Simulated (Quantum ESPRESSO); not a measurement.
Crystal: W.

```
W
1.0
    -1.58234    1.58234    1.58234
     1.58234   -1.58234    1.58234
     1.58234    1.58234   -1.58234
W
1
Direct
  0.00000 0.00000 0.00000
```

Program: Quantum ESPRESSO 7.5. Alike in all runs: task band structure; potentials or basis SG15 PBE 1.2; no spin polarisation; cell as given; cutoff (eV) 1020; smearing fermi-dirac 0.05 eV. Hardware: 1 thread of Arm Neoverse V2, with other jobs on the host.

Order these runs on this cell by their wall time, lowest first.
A. level HLE16; k mesh 12 × 12 × 12; SCF threshold 2e-10 Ry
B. level r2SCAN; k mesh 9 × 9 × 9; SCF threshold 1e-08 Ry; symmetry off
C. level optB88-vdW; k mesh 12 × 12 × 12; SCF threshold 2e-10 Ry

A (37 s), C (150 s), B (380 s).

Caveats: the cell as given lies far from equilibrium (some runs); the potentials were made for a functional far from this one (some runs).

Runs at the PBE level aren't shown here.
